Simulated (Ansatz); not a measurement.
# HfO2 (Fm-3m): compression over a wide range

One table from this session's results is given with a row withheld; the runs are named, their logs left out.

Program: Ansatz 0.2.0. Level of theory: DFT PBEsol, scalar-relativistic, plane waves, PAW. These are calculated values, not measurements.

## The starting structure

The structure is cubic, space group Fm-3m (No. 225). The conventional cell has a = 5.044 Å, b = 5.044 Å, c = 5.044 Å, α = 90.00°, β = 90.00°, γ = 90.00°. Around Hf (site symmetry m-3m) lie 8 O at 2.18 Å. O (site symmetry -43m) has 4 Hf at 2.18 Å as nearest neighbours.

As a file:

```cif
data_structure
_symmetry_space_group_name_H-M 'P 1'
_symmetry_Int_Tables_number 1
_cell_length_a 3.5663
_cell_length_b 3.5663
_cell_length_c 3.5663
_cell_angle_alpha 60.000
_cell_angle_beta 60.000
_cell_angle_gamma 60.000
_cell_volume 32.07
loop_
_atom_site_label
_atom_site_type_symbol
_atom_site_fract_x
_atom_site_fract_y
_atom_site_fract_z
_atom_site_occupancy
Hf1 Hf 0.00000 0.00000 0.00000 1
O1 O 0.25000 0.25000 0.25000 1
O2 O 0.75000 0.75000 0.75000 1
```

An earlier run at PBEsol left this cell at 10.691 Å³/atom and 0.04 GPa (8×8×8 mesh).

Set-up of the first run:

input.yaml reads:

```yaml
crystal:
  lattice:
    - [0.0, 2.487674199, 2.487674199]
    - [2.487674199, 0.0, 2.487674199]
    - [2.487674199, 2.487674199, 0.0]
  atoms:
    - { symbol: Hf, position: [0.0, 0.0, 0.0] }
    - { symbol: O, position: [0.25, 0.25, 0.25] }
    - { symbol: O, position: [0.75, 0.75, 0.75] }
basis:
  ecutwfc: 420
  ecutrho_ratio: 4
kpoints:
  mp_grid: { grid: [8, 8, 8] }
hamiltonian:
  xc: pbesol
scf:
  occupations: { method: gaussian, width: 0.05 }
output:
  forces: true
  stress: true
  eigenvalues: true
```

On the command line:

```
$ ansatz run input.yaml --threads 1 --pin off --max-ram 2560MiB --backend cpu --events-out ev --progress --plain --runs-dir out
```

Steps of the session up to this table: Volume × 0.96; Volume × 1.04; Volume × 0.92; Volume × 0.88; Volume × 0.84; Volume × 0.8.

One table of the session follows, with a row left open; its other results are not shown here.

```
volume (Å³/atom)  energy above the lowest (meV/atom)  pressure (GPa)  gap on the mesh (eV)
           8.553                               519.2            94.3                  4.12
           8.980                               305.8            66.6                  4.06
           9.408                               158.9            44.3                  3.97
           9.836                                   ?               ?                     ?
          10.263                                15.3            11.8                  3.78
          10.691                                 0.0             0.0                  3.69
          11.119                                13.0            -9.5                  3.60
```

Q: Estimate the row for volume (Å³/atom) = 9.836 from the others.

Worked estimate for «energy above the lowest (meV/atom)». A straight line through the neighbours (9.408, 158.9) and (10.263, 15.3) gives 158.9 + (15.3 − 158.9) × (9.836 − 9.408) / (10.263 − 9.408) = 87.0; a parabola fitted to 4 rows on both sides gives 65.1.

As computed: energy above the lowest (meV/atom): 65.4; pressure (GPa): 26.3; gap on the mesh (eV): 3.87. In «energy above the lowest (meV/atom)» the line misses by +21.6 and the parabola by -0.3.

Caveats from the session: Other structures may be lower in enthalpy at these pressures. Spin–orbit coupling is left out, though the cell holds Hf; in elements this heavy it can shift levels and gaps by tenths of an eV.
